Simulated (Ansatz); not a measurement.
## Alloy series in CdTe

Start from CdTe in the zinc blende structure (space group F-43m, No. 216; a = 6.618 Å).

The other end (x = 1) is CdI in the zinc blende structure (space group F-43m, No. 216; a hypothetical phase, not in the database extracts checked): 49.19 Å³/atom, gap zero; this end may not be an ambient phase.

I replaces a fraction x of Te; each row is one arrangement (x, atoms in the cell, starting space group or random), fully relaxed.

All numbers come from PBE/PAW in Ansatz (a quantum-chemistry and plane-wave program), no spin-orbit coupling.

Notes on the quantities. mixing energy: to 0.01 eV only: unlike meshes or grids; against an end that may be hypothetical.

| case | band gap | shortest interatomic distance | mixing energy | density |
|---|---|---|---|---|
| base | 0.59 eV | 2.866 Å | – | 5.50 g/cm³ |
| x(I) = 0.25, 8 atoms, I-42m | zero | 2.881 Å | +0.02 eV/atom | 5.07 g/cm³ |
| x(I) = 0.5, 8 atoms, P-4m2 | 0.31 eV | 2.846 Å | -0.11 eV/atom | 4.21 g/cm³ |
| x(I) = 0.5, 8 atoms, Pmn2_1 | zero | 2.864 Å | +0.03 eV/atom | 4.78 g/cm³ |
| x(I) = 0.667, 6 atoms, I-4m2 | 0.52 eV | 2.839 Å | -0.14 eV/atom | 3.91 g/cm³ |
| x(I) = 0.667, 6 atoms, P3m1 | zero | [?] | [?] | 4.37 g/cm³ |
| x(I) = 0.75, 8 atoms, P-43m | zero | 2.927 Å | +0.03 eV/atom | 4.34 g/cm³ |

Problem. What belongs in the blanks?

Solution. 
- x(I) = 0.667, 6 atoms, P3m1, shortest interatomic distance: 2.740 Å
- x(I) = 0.667, 6 atoms, P3m1, mixing energy: -0.05 eV/atom

Each cell is one ordered arrangement of few atoms, which overstates ordering effects compared with a random alloy. With I and Te present, leaving out spin-orbit coupling can change the band edges. No phonon test of stability was made. The final runs are not spin-polarised. An odd electron count without spin: Cd4Te3I, CdI and Cd4TeI3. Under x(I) = 0.5, 8 atoms, P-4m2, x(I) = 0.667, 6 atoms, I-4m2 and x(I) = 0.667, 6 atoms, P3m1 the cell changed shape so far that it is another structure.
